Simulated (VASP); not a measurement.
# CdTe (F-43m) in VASP: further runs, part 2 of 2

VASP 6.6.1.

## (4) Single point, PBE

This run uses another cell than the first one, of 36.87 Å³/atom, 1.273 times its volume.

File INCAR:

```
PREC = Accurate
ENCUT = 500
EDIFF = 1E-6
ISMEAR = 0
SIGMA = 0.01
LREAL = False
LASPH = True
NELM = 120
ALGO = Normal
ISIF = 2
LWAVE = False
LCHARG = False
GGA = PE
NBANDS = 16
GGA_COMPAT = False
```

File KPOINTS:

```
Automatic mesh
0
Gamma
  6 6 6
```

File POSCAR:

```
CdTe
1.0
    0.0000000000      3.3283887193      3.3283887193
    3.3283887193      0.0000000000      3.3283887193
    3.3283887193      3.3283887193      0.0000000000
Cd Te
1 1
Direct
    0.0000000000      0.0000000000      0.0000000000
    0.2500000000      0.2500000000      0.2500000000
```

Potentials or basis: VASP PAW PBE potentials, release 64 (Cd, Te).

On the command line:

```console
$ cat potpaw_PBE.64/Cd/POTCAR potpaw_PBE.64/Te/POTCAR > POTCAR
$ mpirun -np 1 vasp_std > vasp.out
```

OUTCAR:

```text
PREC = Accurate
   ENCUT = 500
   EDIFF = 1E-6
   ISMEAR = 0
   LREAL = False
   LASPH = True
   NELM = 120
   ISIF = 2
   GGA = PE

 ion  position               nearest neighbor table
   1  0.000  0.000  0.000-   2 2.88   2 2.88   2 2.88   2 2.88
   2  0.250  0.250  0.250-   1 2.88   1 2.88   1 2.88   1 2.88

  LATTYP: Found a face centered cubic cell.
 ALAT       =     6.6567774386

  Lattice vectors:

 A1 = (   0.0000000000,   3.3283887193,   3.3283887193)
 A2 = (   3.3283887193,   0.0000000000,   3.3283887193)
 A3 = (   3.3283887193,   3.3283887193,   0.0000000000)

Analysis of symmetry for initial positions (statically):
=====================================================================
 Subroutine PRICEL returns:
 Original cell was already a primitive cell.

 Routine SETGRP: Setting up the symmetry group for a
 face centered cubic supercell.

 Subroutine GETGRP returns: Found 24 space group operations
 (whereof 24 operations were pure point group operations)
 out of a pool of 48 trial point group operations.

The static configuration has the point symmetry T_d .

Analysis of symmetry for dynamics (positions and initial velocities):
=====================================================================
 Subroutine PRICEL returns:
 Original cell was already a primitive cell.

 Routine SETGRP: Setting up the symmetry group for a
 face centered cubic supercell.

 Subroutine GETGRP returns: Found 24 space group operations
 (whereof 24 operations were pure point group operations)
 out of a pool of 48 trial point group operations.

The dynamic configuration has the point symmetry T_d .

 Subroutine INISYM returns: Found 24 space group operations
 (whereof 24 operations are pure point group operations),
 and found     1 'primitive' translations

----------------------------------------------------------------------------------------
[... 101 lines left out ...]
   IALGO  =     38    algorithm
   IMIX   =      4    mixing-type and parameters
     AMIX     =   0.40;   BMIX     =  1.00
     AMIX_MAG =   1.60;   BMIX_MAG =  1.00
  volume/ion in A,a.u.               =      36.87       248.83
  Fermi-wavevector in a.u.,A,eV,Ry     =   1.023108  1.933394 14.241908  1.046751
  Thomas-Fermi vector in A             =   2.156824
   LORBIT       =      0    0 simple, 1 ext, 2 COOP (PROOUT), +10 PAW based schemes
   GGA     = PE    functional components
   LHFCALC =     F    Hartree Fock is set to
   AEXX    =    0.0000 exact exchange contribution
   IVDW    =     0    specifies the selected vdW correction
   LEPSILON=     F    determine dielectric tensor
   LRPA    =     F    only Hartree local field effects (RPA)
 non-spin polarized calculation
 Gauss-broadening in eV      SIGMA  =   0.01
  energy-cutoff  :      500.00
  volume of cell :       73.74
 maximum number of plane-waves:      1895
 NGX is ok and might be reduce to    36
   NGX = 17   NGY = 17   NGZ = 17

 number of electron      18.0000003 magnetization

 Free energy of the ion-electron system (eV)
  ---------------------------------------------------
  ext. energy  EPLUGINS =         0.00000000
  ---------------------------------------------------
  free energy    TOTEN  =        -4.80557265 eV

  energy without entropy =       -4.80557265  energy(sigma->0) =       -4.80557265

 E-fermi :   1.7574     XC(G=0):  -8.2323

 val. band max:        1.6558817198   @ k =   0.0000   0.0000   0.0000
 cond. band min:       2.1856899866   @ k =   0.0000   0.0000   0.0000
 fundamental gap:      0.5298082667
 Fermi energy:         1.7573951459

 k-point     1 :       0.0000    0.0000    0.0000
  band No.  band energies     occupation
      1      -9.0905      2.00000
      2      -6.3907      2.00000
      3      -6.3907      2.00000
      4      -6.3907      2.00000
      5      -6.1854      2.00000
      6      -6.1854      2.00000
[... 281 lines left out ...]
      3      -6.2846      2.00000
      4      -6.2210      2.00000
      5      -6.1743      2.00000
      6      -5.7344      2.00000
[... 8 lines left out ...]
     15      12.3925      0.00000
     16      12.7420      0.00000

------------------------ aborting loop because EDIFF is reached ----------------------------------------

  FORCE on cell =-STRESS in cart. coord.  units (eV):
  Direction    XX          YY          ZZ          XY          YZ          ZX
  --------------------------------------------------------------------------------------
  -------------------------------------------------------------------------------------
  Total       -0.2163144     -0.2163144     -0.2163144     -0.0000000      0.0000000      0.0000000
  in kB       -4.6996314     -4.6996314     -4.6996314     -0.0000000      0.0000000      0.0000000
  external PRESSURE =      -4.6996314 kB  Pullay stress =       0.0000000 kB

 VOLUME and BASIS-vectors are now :
 -----------------------------------------------------------------------------
  energy-cutoff  :      500.00
  volume of cell :       73.74
      direct lattice vectors                 reciprocal lattice vectors
     0.000000000  3.328388719  3.328388719    -0.150222838  0.150222838  0.150222838
     3.328388719  0.000000000  3.328388719     0.150222838 -0.150222838  0.150222838
     3.328388719  3.328388719  0.000000000     0.150222838  0.150222838 -0.150222838

 POSITION                                       TOTAL-FORCE (eV/Angst)
 -----------------------------------------------------------------------------------
      0.00000      0.00000      0.00000        -0.000000     -0.000000     -0.000000
      1.66419      1.66419      1.66419         0.000000      0.000000      0.000000
 -----------------------------------------------------------------------------------
    total drift:                               -0.000000     -0.000000     -0.000000

  FREE ENERGIE OF THE ION-ELECTRON SYSTEM (eV)
  ---------------------------------------------------
  free  energy   TOTEN  =        -4.8055726500 eV

  energy  without entropy=       -4.8055726500  energy(sigma->0) =       -4.80557265
```

stdout:

```text
POSCAR found type information on POSCAR CdTe
 POSCAR found :  2 types and       2 ions
 scaLAPACK will be used
 LDA part: xc-table for (Slater+PW92), standard interpolation
 POSCAR, INCAR and KPOINTS ok, starting setup
 FFT: planning ... GRIDC
 FFT: planning ... GRID_SOFT
 FFT: planning ... GRID
 WAVECAR not read
 entering main loop
```

Wall time 28 s (1 thread of Intel Xeon 8259CL, shared host); peak memory 0.21 GiB.

What came out:

```
Free energy            : -4.8056 eV
Pressure               : -0.5 GPa
Band gap on the k mesh : 0.53 eV, direct
```

Levels at points of the mesh, in eV from the valence-band top:
```
           k point  band 5  band 6  band 7  band 8  band 9  band 10  band 11  band 12  band 13  band 14
(0.00, 0.00, 0.00)   -7.84   -7.84    0.00    0.00    0.00     0.53     4.64     4.64     4.64     7.35
(0.50, 0.00, 0.00)   -7.83   -7.55   -3.99   -0.66   -0.66     1.73     5.21     5.21     6.98     8.39
(0.50, 0.50, 0.00)   -7.82   -7.44   -3.94   -1.61   -1.61     2.66     2.77     8.43     8.72     8.72
```

Caveat: spin-orbit coupling is left out, which moves the levels of the heavy elements.

## (5) Overview

| cell | gap on the mesh (eV) | pressure (GPa) |
| --- | --- | --- |
| a = 4.343 Å, angles 60.0°, 2 atoms | 1.28 | 13.7 |
| a = 4.592 Å, angles 60.0°, 2 atoms | 0.75 | 2.4 |
| a = 4.707 Å, angles 60.0°, 2 atoms | 0.53 | -0.5 |

Alike in all rows: task single point; level PBE; potentials or basis VASP PAW PBE potentials, release 64 (Cd, Te); no spin polarisation; k mesh 6 × 6 × 6; cutoff (eV) 500; smearing gaussian 0.01 eV.

Caveats: spin-orbit coupling is left out, which moves the levels of the heavy elements.

Total energies depend on the potentials used, so only differences within one code and one set of settings carry meaning.

## (6) How close it comes

Step 3. Against the measured gap of CdTe, 1.607 eV (0 K; a printed reference work, data compilation), the calculated 0.75 eV is off by -0.86 eV. Spin-orbit coupling on Cd, Te is left out. The value is that of PBE, without temperature or zero-point motion. Semilocal functionals fall short of measured gaps as a rule.

Step 4. A measured gap of CdTe is 1.607 eV (0 K; a printed reference work, data compilation); the calculated 0.53 eV misses it by -1.08 eV. So large a miss can be the level of theory's own, or it may mean another phase, state or a wrong row. Spin-orbit coupling on Cd, Te is left out. The value is that of PBE, without temperature or zero-point motion. Semilocal functionals fall short of measured gaps as a rule.
